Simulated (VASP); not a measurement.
The system is Nb.

```
CELL_PARAMETERS angstrom
-1.66395 1.66395 1.66395
1.66395 -1.66395 1.66395
1.66395 1.66395 -1.66395
ATOMIC_POSITIONS crystal
Nb 0.00000 0.00000 0.00000
```

```yaml
Program: VASP 6.6.1
Task: relaxation of cell and atoms
Functional: LDA
Potentials_or_basis: VASP PAW LDA potentials, release 64 (Nb_sv)
Cutoff: 600 eV
k_mesh: 10 × 10 × 10
Occupations: fermi-dirac, width 0.05 eV
Spin: no spin polarisation
```

At the start: pressure -12.0 GPa; volume 18.43 Å³/atom.

Where does the relaxation end?

Over 4 steps the energy falls by 53.3 meV/atom and the volume is 17.08 Å³/atom (-7.3 %); space group Im-3m (No. 229, to 0.05 Å).

The path:
```csv
step,energy change (eV),largest force (eV/Å),pressure (GPa),volume (Å³)
1,0.0000,0.0000,-12.05,18.43
2,0.1232,0.0000,30.65,14.97
3,-0.0533,0.0000,-0.30,17.10
4,-0.0533,0.0000,-0.04,17.08
```

Final structure:
```yaml
crystal:
  lattice:
    - [-1.62229, 1.62229, 1.62229]
    - [1.62229, -1.62229, 1.62229]
    - [1.62229, 1.62229, -1.62229]
  atoms:
    - { symbol: Nb, position: [0.00000, 0.00000, 0.00000] }
```
